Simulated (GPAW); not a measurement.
Runs of GPAW 26.7.0 on Hf2S. It takes space group P6_3/mmc (No. 194, hexagonal). The conventional cell has a = 3.374 Å, b = 3.374 Å, c = 11.717 Å, α = 90.00°, β = 90.00°, γ = 120.00°. Around Hf (site symmetry 3m) lie 3 S at 2.62 Å. S (site symmetry -6m2) is surrounded by 6 Hf at 2.62 Å. The cell comes from a database or a generator and needn't be the stable form of this composition.

```csv
task,level,potentials or basis,k mesh,cutoff (eV),maxiter,band path,band points,convergence,gap on the mesh (eV),pressure (GPa),largest force (eV/Å)
single point,PBEsol,"PAW data sets generated in the run's folder for this functional, pw",9 × 9 × 3,600,150,-,-,-,none,-2.5,(a)
band structure,LDA,"the program's PAW data sets (release 1.2.1) made for this functional, pw",6 × 6 × 2,600,150,"GMKGALHA,LM,KH",80,-,-,(c),0.22
single point,LDA,"the program's PAW data sets (release 1.2.1) made for this functional, pw",7 × 7 × 2,450,120,-,-,default,none,-6.3,0.19
band structure,PBEsol,"PAW data sets generated in the run's folder for this functional, pw",6 × 6 × 2,600,150,"GMKGALHA,LM,KH",80,-,-,(b),0.23
```

Alike in all rows: no spin polarisation; cell as given; smearing fermi-dirac 0.05 eV.

Task: Estimate the missing entries.

Result: (a) 0.15; (b) -2.6; (c) -6.2.

Caveats: the cutoff is short for stress and forces, so pressures can be off by a GPa or more (some runs).

A k mesh can miss the band edges, and the runs leave out spin-orbit coupling on Hf.

A gap of «none» marks a metal or a gap under the smearing width.

Not every run made on this cell is shown here.
